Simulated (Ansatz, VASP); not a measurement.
**One calculation of Cd, two programs**

```
CELL_PARAMETERS angstrom
2.90675 0.00000 0.00000
0.00000 2.95873 0.00000
0.00000 0.00000 3.17554
ATOMIC_POSITIONS crystal
Cd 0.50000 0.50000 0.50000
```

Alike in both runs: functional PBE; k mesh 8 × 6 × 4; occupations gaussian, width 0.1 eV; no spin polarisation.

Ansatz relaxed the structure, and its values are those at the end. VASP's run is a single point on that final structure, the one shown.

|  | VASP | Ansatz |
| --- | --- | --- |
| version | VASP 6.6.1 | Ansatz 0.2.0 |
| potentials or method | VASP PAW PBE potentials, release 64 (Cd) | scalar-relativistic, plane waves, PAW |
| plane-wave cutoff (eV) | 520 | 420 |
| valence electrons in the cell | 12 | 20 |

|  | VASP | Ansatz | Ansatz less VASP |
| --- | --- | --- | --- |
| gap on the k mesh at the Fermi level (eV) | none | none | - |
| pressure (GPa) | 0.3 | 0.1 | -0.24 |

A gap of «none» marks a metal or a gap that the smearing closes. The two sets of potentials don't hold the same shells in valence.

Caveats: the k mesh is coarse (spacing up to 0.49 Å⁻¹), so the values aren't converged.
